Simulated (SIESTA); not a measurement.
## RbCl under changes of volume

One of the cells (35.796 Å³/atom); the others are scaled copies at fixed shape and fractional positions:

```xyz
2
Lattice="0.0000 3.2957 3.2957 3.2957 0.0000 3.2957 3.2957 3.2957 0.0000" Properties=species:S:1:pos:R:3 pbc="T T T"
Rb    0.0000    0.0000    0.0000
Cl    3.2957    3.2957    3.2957
```

* Program: SIESTA 5.4.2
* Functional: PBE
* Potentials or basis: PseudoDojo 0.4 standard (PBE files)
* Basis: DZP (energy shift 0.003 Ry; two zetas on semicore shells; d shell added on Rb)
* Grid cutoff: 800 Ry
* Energy shift: 0.003 Ry
* k mesh: 7 × 7 × 7
* Occupations: fermi-dirac, width 0.05 eV
* Spin: no spin polarisation

```tsv
volume (Å³/atom)	energy over the lowest point (meV/atom)	pressure (GPa)	gap on the mesh (eV)
32.989	31.44	2.5	5.29
33.690	21.45	2.0	5.22
34.392	13.66	1.5	5.15
35.796	?	?	?
36.498	1.12	0.4	4.96
37.200	0.00	0.1	4.90
```

Q: What does the run at 35.796 Å³/atom give?

A: Energy over the lowest point 3.69 meV/atom; pressure 0.8 GPa; gap on the mesh 5.02 eV.

Worked out: A Birch-Murnaghan fit of order 3 (a polynomial in V^(-2/3)) to the other rows has its minimum at 37.46 Å³/atom, just outside them, with B0 = V·E''(V) = 14.9 GPa and B' = 4.6. It gives 3.67 meV/atom at 35.796 Å³/atom, against the run's 3.69, and -dE/dV = 0.8 GPa, against 0.8. A straight line through the other rows of the gap, of slope -3.24 eV per unit of ln V (its deformation potential), gives 5.02 eV, against the run's 5.02.

Energies are extrapolated to zero smearing.

Caveats: the basis of atomic orbitals isn't converged, which shifts pressures, moduli and gaps; an odd mesh through Γ misses points on the zone boundary, where band edges often lie (some runs). Spin-orbit coupling on Rb is left out.
